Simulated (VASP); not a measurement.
# Si2Mo (P6_222) in VASP: settings compared, part 3 of 3

VASP 6.6.1. Earlier steps stand in the parts before.

### 4 Single point, PBE, 12.78 Å³/atom (strain = -0.04)

File INCAR:

```
PREC = Accurate
ENCUT = 520
EDIFF = 1E-7
ISMEAR = -1
SIGMA = 0.05
LREAL = F
LASPH = T
NELM = 60
ALGO = Normal
ISIF = 2
LWAVE = F
LCHARG = F
GGA = PE
NBANDS = 43
```

File KPOINTS:

```
Automatic mesh
0
Gamma
  5 5 3
```

File POSCAR:

```
Si2Mo
1.0
    4.4020526975      0.0000000000      0.0000000000
   -2.2010263488      3.9711348592      0.0000000000
    0.0000000000      0.0000000000      6.5797601000
Mo Si
3 6
Direct
    0.5000000000      0.5000000000      0.8333333333
    0.0000000000      0.5000000000      0.1666666667
    0.5000000000      0.0000000000      0.5000000000
    0.1638729800      0.3277459600      0.5000000000
    0.6722540400      0.8361270200      0.1666666667
    0.8361270200      0.1638729800      0.8333333333
    0.8361270200      0.6722540400      0.5000000000
    0.3277459600      0.1638729800      0.1666666667
    0.1638729800      0.8361270200      0.8333333333
```

Potentials or basis: VASP PAW PBE potentials, release 64 (Mo_sv, Si).

The run is started by

```console
> cat potpaw_PBE.64/Mo_sv/POTCAR potpaw_PBE.64/Si/POTCAR > POTCAR
> mpirun -np 1 vasp_std > vasp.out
```

OUTCAR:

```text
PREC = Accurate
   ENCUT = 520
   EDIFF = 1E-7
   ISMEAR = -1
   LREAL = F
   LASPH = T
   NELM = 60
   ISIF = 2
   GGA = PE

 ion  position               nearest neighbor table
   1  0.500  0.500  0.833-   4 2.55   7 2.55   9 2.56   6 2.56   8 2.57   5 2.57   9 2.59   6 2.59
                             9 2.64   6 2.64   2 3.11   2 3.11   3 3.16   3 3.16
   2  0.000  0.500  0.167-   4 2.55   7 2.55   5 2.56   8 2.56   6 2.57   9 2.57   5 2.59   8 2.59
                             5 2.64   8 2.64   1 3.11   1 3.11   3 3.16   3 3.16
   3  0.500  0.000  0.500-   6 2.55   9 2.55   8 2.55   5 2.55   4 2.56   7 2.56   7 2.56   4 2.56
[... 1050 lines left out ...]
  external PRESSURE =     137.6687339 kB  Pullay stress =       0.0000000 kB

 VOLUME and BASIS-vectors are now :
 -----------------------------------------------------------------------------
  energy-cutoff  :      520.00
  volume of cell :      115.02
      direct lattice vectors                 reciprocal lattice vectors
     4.402052698  0.000000000  0.000000000     0.227166749  0.125908592  0.000000000
    -2.201026349  3.971134859  0.000000000     0.000000000  0.251817185  0.000000000
     0.000000000  0.000000000  6.579760100     0.000000000  0.000000000  0.151981225

 POSITION                                       TOTAL-FORCE (eV/Angst)
 -----------------------------------------------------------------------------------
      1.10051      1.98557      5.48313        -0.000000      0.000000      0.001337
     -1.10051      1.98557      1.09663        -0.000000      0.000000     -0.001337
      2.20103      0.00000      3.28988        -0.000000      0.000000      0.000000
     -0.00000      1.30152      3.28988        -0.000000      0.008927      0.000000
      1.11896      3.32037      1.09663        -0.051553     -0.000388     -0.025347
      3.31999      0.65076      5.48313        -0.051553      0.000388      0.025347
      2.20103      2.66961      3.28988         0.000000     -0.008927      0.000000
      1.08207      0.65076      1.09663         0.051553      0.000388     -0.025347
     -1.11896      3.32037      5.48313         0.051553     -0.000388      0.025347
 -----------------------------------------------------------------------------------
    total drift:                               -0.000000     -0.000000      0.000000

  FREE ENERGIE OF THE ION-ELECTRON SYSTEM (eV)
  ---------------------------------------------------
  free  energy   TOTEN  =       -69.1220054577 eV

  energy  without entropy=      -69.1218619996  energy(sigma->0) =      -69.12193373
```

OSZICAR:

```text
N       E                     dE             d eps       ncg     rms          rms(c)
DAV:   1     0.558338437177E+03    0.55834E+03   -0.36679E+04  1644   0.148E+03
DAV:   2    -0.454485197429E+02   -0.60379E+03   -0.58300E+03  1746   0.404E+02
DAV:   3    -0.710929252453E+02   -0.25644E+02   -0.25134E+02  2005   0.733E+01
DAV:   4    -0.715191985220E+02   -0.42627E+00   -0.42371E+00  1872   0.894E+00
DAV:   5    -0.715267056487E+02   -0.75071E-02   -0.74955E-02  1944   0.117E+00    0.412E+01
DAV:   6    -0.695057581687E+02    0.20209E+01   -0.15136E+01  1782   0.185E+01    0.999E+00
DAV:   7    -0.692333903145E+02    0.27237E+00   -0.24727E+00  1783   0.723E+00    0.883E+00
DAV:   8    -0.691303437962E+02    0.10305E+00   -0.37093E-01  1794   0.370E+00    0.106E+00
DAV:   9    -0.691233451269E+02    0.69987E-02   -0.53300E-02  1866   0.152E+00    0.469E-01
DAV:  10    -0.691220932449E+02    0.12519E-02   -0.55157E-03  1853   0.596E-01    0.309E-01
DAV:  11    -0.691220238494E+02    0.69396E-04   -0.11405E-03  1901   0.217E-01    0.892E-02
DAV:  12    -0.691220188859E+02    0.49634E-05   -0.58421E-05  1872   0.452E-02    0.401E-02
DAV:  13    -0.691220065080E+02    0.12378E-04   -0.38614E-05  1885   0.359E-02    0.721E-03
DAV:  14    -0.691220058526E+02    0.65536E-06   -0.20900E-06  1824   0.715E-03    0.257E-03
DAV:  15    -0.691220055112E+02    0.34148E-06   -0.12277E-07  1032   0.229E-03    0.915E-04
DAV:  16    -0.691220054577E+02    0.53443E-07   -0.19904E-08   960   0.917E-04
   1 F= -.69122005E+02 E0= -.69121934E+02  d E =-.143458E-03
```

stdout:

```text
POSCAR found type information on POSCAR MoSi
 POSCAR found :  2 types and       9 ions
 scaLAPACK will be used
 LDA part: xc-table for (Slater+PW92), standard interpolation
 POSCAR, INCAR and KPOINTS ok, starting setup
 FFT: planning ... GRIDC
 FFT: planning ... GRID_SOFT
 FFT: planning ... GRID
 WAVECAR not read
 entering main loop
```

It took 92 s on 1 thread of Intel Xeon Platinum 8375C at 2.90GHz (Ice Lake), shared host; peak memory 0.27 GiB.

Results:

- Free energy: -69.1220 eV
- Pressure: 13.8 GPa
- Largest force: 0.057 eV/Å
- Band gap on the k mesh: 0.70 eV, indirect (least direct gap 0.97 eV)

Caveat: an odd mesh through Γ misses points on the zone boundary, where band edges often lie.

### 5 Single point, PBE, 13.05 Å³/atom (strain = -0.02)

INCAR is that of step 4.

KPOINTS is that of step 4.

Edit POSCAR of step 4 so:

```diff
@@ -2,4 +2,4 @@
 1.0
-    4.4020526975      0.0000000000      0.0000000000
-   -2.2010263488      3.9711348592      0.0000000000
+    4.4937621287      0.0000000000      0.0000000000
+   -2.2468810644      3.9711348592      0.0000000000
     0.0000000000      0.0000000000      6.5797601000
```

The run is started by

```console
> cat potpaw_PBE.64/Mo_sv/POTCAR potpaw_PBE.64/Si/POTCAR > POTCAR
> mpirun -np 1 vasp_std > vasp.out
```

Wall time 81 s (1 thread of Intel Xeon Platinum 8375C at 2.90GHz (Ice Lake), shared host); peak memory 0.27 GiB.

The run converged. Its results:

```
Free energy            : -69.3996 eV
Pressure               : 8.3 GPa
Largest force          : 0.032 eV/Å
Band gap on the k mesh : 0.65 eV, indirect (least direct gap 0.94 eV)
```

Caveat: an odd mesh through Γ misses points on the zone boundary, where band edges often lie.

### 6 Equation of state, PBEsol, 12.71 Å³/atom (a relaxed cell with its volume scaled by 0.96)

File INCAR:

```
SYSTEM = Si2Mo
  PREC = Accurate
  ENCUT = 520
  EDIFF = 1E-6
  ISMEAR = 0
  SIGMA = 0.02
  LREAL = .FALSE.
  LASPH = .TRUE.
  NELM = 60
  ALGO = Normal
  ISIF = 2
  LWAVE = .FALSE.
  LCHARG = .FALSE.
  GGA = PS
  KPAR = 4
```

File KPOINTS:

```
regular mesh
0
G
  6 6 4
  0 0 0
```

File POSCAR:

```
Si2Mo                                   
1.0
    4.5148215239      0.0000000000     -0.0000000000
   -2.2574107620      3.9099501333      0.0000000000
    0.0000000000      0.0000000000      6.4822293694
  Mo              Si            
     3     6
Direct
     0.5000000000000000    0.5000000000000000    0.8333333332999970
     0.0000000000000000    0.5000000000000000    0.1666666667000030
     0.5000000000000000    0.0000000000000000    0.5000000000000000
     0.1641481860310908    0.3282963720621817    0.5000000000000000
     0.6717036279378183    0.8358518139689092    0.1666666667000030
     0.8358518139689092    0.1641481860310908    0.8333333332999970
     0.8358518139689092    0.6717036279378183    0.5000000000000000
     0.3282963720621817    0.1641481860310908    0.1666666667000030
     0.1641481860310908    0.8358518139689092    0.8333333332999970
```

Potentials or basis: VASP PAW PBE potentials, release 64 (Mo_sv, Si).

The run is started by

```console
> cat potpaw_PBE.64/Mo_sv/POTCAR potpaw_PBE.64/Si/POTCAR > POTCAR
> mpirun -np 4 vasp_std > vasp.out
```

It took 38 s on 4 MPI ranks of AMD EPYC 7R13 (Zen 3), shared host; peak memory 0.25 GiB.

It converged, with:

```
Free energy            : -74.8423 eV
Pressure               : 9.9 GPa
Largest force          : 0.017 eV/Å
Band gap on the k mesh : 0.01 eV, indirect (least direct gap 0.57 eV)
```

Caveat: the PAW data sets were made with another functional, which shifts forces and pressure a little.

### 7 Equation of state, PBEsol, 12.98 Å³/atom (a relaxed cell with its volume scaled by 0.98)

INCAR is that of step 6.

KPOINTS is that of step 6.

Edit POSCAR of step 6 so:

```diff
@@ -2,5 +2,5 @@
 1.0
-    4.5148215239      0.0000000000     -0.0000000000
-   -2.2574107620      3.9099501333      0.0000000000
-    0.0000000000      0.0000000000      6.4822293694
+    4.5459592081      0.0000000000     -0.0000000000
+   -2.2729796041      3.9369161587      0.0000000000
+    0.0000000000      0.0000000000      6.5269358123
   Mo              Si
```

The run is started by

```console
> cat potpaw_PBE.64/Mo_sv/POTCAR potpaw_PBE.64/Si/POTCAR > POTCAR
> mpirun -np 4 vasp_std > vasp.out
```

Run time: 43 s. Hardware: 4 MPI ranks of AMD EPYC 7R13 (Zen 3), shared host; peak memory 0.25 GiB.

The run converged. Its results:

- Free energy: -74.9508 eV
- Pressure: 4.7 GPa
- Largest force: 0.008 eV/Å
- Band gap on the k mesh: 0.02 eV, indirect (least direct gap 0.55 eV)

Caveat: the PAW data sets were made with another functional, which shifts forces and pressure a little.

### 8 Equation of state, PBEsol, 13.24 Å³/atom

INCAR is that of step 7.

KPOINTS is that of step 7.

Edit POSCAR of step 7 so:

```diff
@@ -2,5 +2,5 @@
 1.0
-    4.5459592081      0.0000000000     -0.0000000000
-   -2.2729796041      3.9369161587      0.0000000000
-    0.0000000000      0.0000000000      6.5269358123
+    4.5766760804      0.0000000000     -0.0000000000
+   -2.2883380403      3.9635177505      0.0000000000
+    0.0000000000      0.0000000000      6.5710380677
   Mo              Si
```

The run is started by

```console
> cat potpaw_PBE.64/Mo_sv/POTCAR potpaw_PBE.64/Si/POTCAR > POTCAR
> mpirun -np 4 vasp_std > vasp.out
```

Run time: 40 s. Hardware: 4 MPI ranks of AMD EPYC 7R13 (Zen 3), shared host; peak memory 0.26 GiB.

It converged, with:

```yaml
Free_energy: -74.9857 eV
Pressure: 0.0 GPa
Band_gap_on_the_k_mesh: 0.04 eV, indirect (least direct gap 0.53 eV)
```

Caveat: the PAW data sets were made with another functional, which shifts forces and pressure a little.

### 9 Equation of state, PBEsol, 13.51 Å³/atom (a relaxed cell with its volume scaled by 1.02)

INCAR is that of step 8.

KPOINTS is that of step 8.

Edit POSCAR of step 8 so:

```diff
@@ -2,5 +2,5 @@
 1.0
-    4.5766760804      0.0000000000     -0.0000000000
-   -2.2883380403      3.9635177505      0.0000000000
-    0.0000000000      0.0000000000      6.5710380677
+    4.6069860769      0.0000000000     -0.0000000000
+   -2.3034930385      3.9897669774      0.0000000000
+    0.0000000000      0.0000000000      6.6145561443
   Mo              Si
```

Potentials or basis: VASP PAW PBE potentials, release 64 (Mo_sv, Si).

The run is started by

```console
> cat potpaw_PBE.64/Mo_sv/POTCAR potpaw_PBE.64/Si/POTCAR > POTCAR
> mpirun -np 4 vasp_std > vasp.out
```

It took 39 s on 4 MPI ranks of AMD EPYC 7R13 (Zen 3), shared host; peak memory 0.26 GiB.

The run converged. Its results:

```yaml
Free_energy: -74.9546 eV
Pressure: -4.2 GPa
Largest_force: 0.010 eV/Å
Band_gap_on_the_k_mesh: 0.04 eV, indirect (least direct gap 0.52 eV)
```

Caveat: the PAW data sets were made with another functional, which shifts forces and pressure a little.

### 10 Equation of state, PBEsol, 13.77 Å³/atom (a relaxed cell with its volume scaled by 1.04)

INCAR is that of step 9.

KPOINTS is that of step 9.

Edit POSCAR of step 9 so:

```diff
@@ -2,5 +2,5 @@
 1.0
-    4.6069860769      0.0000000000     -0.0000000000
-   -2.3034930385      3.9897669774      0.0000000000
-    0.0000000000      0.0000000000      6.6145561443
+    4.6369024091      0.0000000000     -0.0000000000
+   -2.3184512046      4.0156752812      0.0000000000
+    0.0000000000      0.0000000000      6.6575090112
   Mo              Si
```

The run is started by

```console
> cat potpaw_PBE.64/Mo_sv/POTCAR potpaw_PBE.64/Si/POTCAR > POTCAR
> mpirun -np 4 vasp_std > vasp.out
```

Run time: 41 s. Hardware: 4 MPI ranks of AMD EPYC 7R13 (Zen 3), shared host; peak memory 0.26 GiB.

Results (log left out):

| Item | Value |
| --- | --- |
| Free energy | -74.8642 eV |
| Pressure | -8.0 GPa |
| Largest force | 0.018 eV/Å |
| Band gap on the k mesh | 0.05 eV, indirect (least direct gap 0.50 eV) |

Caveat: the PAW data sets were made with another functional, which shifts forces and pressure a little.

### 11 Equation of state, PBEsol

This run uses another cell than the first one, of 13.24 Å³/atom, 0.995 times its volume.

No new run: the results of the series are fitted here.

Results:

| Quantity | Value |
| --- | --- |
| Equilibrium volume | 13.25 Å³/atom |
| Bulk modulus at fixed shape and positions | 221 GPa |
| Pressure derivative of the bulk modulus | 4.4 (rough: it moves with the points fitted) |

Energy against volume, from the lowest point:
```tsv
volume (Å³/atom)	energy (meV/atom)
12.714	15.93
12.979	3.88
13.244	0.00
13.509	3.46
13.774	13.51
```

Caveat: the cell was scaled at fixed shape and fractional positions, which overstates the stiffness of a crystal with free parameters, most of all of layers and chains; the PAW data sets were made with another functional, which shifts forces and pressure a little.

### 12 The reference run

An earlier run on the cell as given: functional PBE; potentials or basis VASP PAW PBE potentials, release 64 (Mo_sv, Si); cutoff 520 eV; k mesh 7 × 7 × 4; occupations fermi-dirac, width 0.05 eV; no spin polarisation.

* Pressure: 3.7 GPa
* Largest force: 0.006 eV/Å
* Band gap on the k mesh: 0.27 eV, indirect (least direct gap 0.63 eV)

### 13 The runs side by side

```csv
task,level,potentials or basis,cell,k mesh,smearing,ladder,gap on the mesh (eV)
dielectric tensor,PBEsol,"VASP PAW PBE potentials, release 64 (Mo_sv, Si)","P6_222, 13.31 Å³/atom",8 × 8 × 4,gaussian 0.02 eV,free,0.04
dielectric tensor,LDA,"VASP PAW LDA potentials, release 64 (Mo_sv, Si)","P6_222, 13.31 Å³/atom",8 × 8 × 4,gaussian 0.02 eV,free,0.02
equation of state,PBEsol,"VASP PAW PBE potentials, release 64 (Mo_sv, Si)","P6_222, 13.24 Å³/atom",6 × 6 × 4,gaussian 0.02 eV,gaps,-
single point,PBE,"VASP PAW PBE potentials, release 64 (Mo_sv, Si)","P6_222, 13.31 Å³/atom",7 × 7 × 4,fermi-dirac 0.05 eV,-,0.27
```

Alike in all rows: no spin polarisation; cutoff (eV) 520.

Caveats: the gap is small at this level, which inflates the dielectric constant (some runs); the PAW data sets were made with another functional, which shifts forces and pressure a little (some runs); the cell was scaled at fixed shape and fractional positions, which overstates the stiffness of a crystal with free parameters, most of all of layers and chains (some runs); an odd mesh through Γ misses points on the zone boundary, where band edges often lie (some runs).

Total energies depend on the potentials used, so only differences within one code and one set of settings carry meaning.
